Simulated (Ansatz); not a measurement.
## P at a changed volume: Field gradients at the nuclei

The cell is a COD entry, relaxed with PBE at fixed cell and then changed (volume scaled by 0.94, ions relaxed).

Space group P-1 (No. 2); a = 5.3907, b = 10.6620, c = 10.7988 Å, α = 94.68°, β = 99.83°, γ = 100.55°.

```
site  Wyckoff  site symmetry       x       y       z
  P1       2i              1  0.0779  0.9899  0.6732
  P3       2i              1  0.5846  0.1763  0.5397
  P5       2i              1  0.1769  0.0529  0.1894
  P7       2i              1  0.7814  0.3794  0.5590
  P9       2i              1  0.6871  0.3013  0.0226
 P11       2i              1  0.2416  0.0136  0.8774
 P13       2i              1  0.5005  0.3182  0.6799
 P15       2i              1  0.3676  0.3231  0.4761
 P17       2i              1  0.0831  0.3663  0.1307
 P19       2i              1  0.0064  0.1478  0.7999
 P21       2i              1  0.8020  0.4922  0.1353
 P23       2i              1  0.7610  0.3166  0.2313
```

One atom of each set is listed.

Level of theory: DFT, PBE, plane waves and PAW, scalar-relativistic, 420 eV cutoff, Γ-centred 6×3×3 k-points, Fermi–Dirac smearing 0.02 eV (Ansatz 0.2.0).

Conventions: |V_zz| ≥ |V_yy| ≥ |V_xx|, η = (V_xx − V_yy)/V_zz, C_Q = eQV_zz/h.

```tsv
site	atoms	first shell	V_zz (10²¹ V/m²)	η	C_Q (MHz)
P1	2	3 P at 2.21 Å	0.42	0.11	–
P3	2	3 P at 2.21 Å	0.41	0.50	–
P5	2	3 P at 2.21 Å	0.39	0.83	–
P7	2	3 P at 2.21 Å	0.38	0.99	–
P9	2	3 P at 2.21 Å	-0.28	0.90	–
P11	2	3 P at 2.20–2.21 Å	-0.36	0.92	–
P13	2	3 P at 2.20–2.21 Å	0.43	0.89	–
P15	2	3 P at 2.20–2.21 Å	0.23	0.52	–
P17	2	3 P at 2.20–2.21 Å	0.26	0.74	–
P19	2	3 P at 2.20–2.21 Å	0.40	0.90	–
P21	2	3 P at 2.20–2.21 Å	0.37	0.62	–
P23	2	3 P at 2.21 Å	0.40	0.89	–
```

The structure holds P–P bonds (2.21 Å). At P1 and P21 V_zz stands upright on the plane through its three neighbours (within 11°) in each case.

P has no stable isotope with a ground-state quadrupole moment in the table, so no C_Q is given.

Where η is near 1 the sign of V_zz means little.

The relaxation (4 steps) took 82 s of wall time (5 min of CPU time) and 2.2 GiB at its peak, on 4 threads of Intel Xeon 6975P-C (Granite Rapids) (x86_64; 16 cores open to the job, memory cap 8.0 GiB, no GPU), a shared host with a load of 0.4 a core.
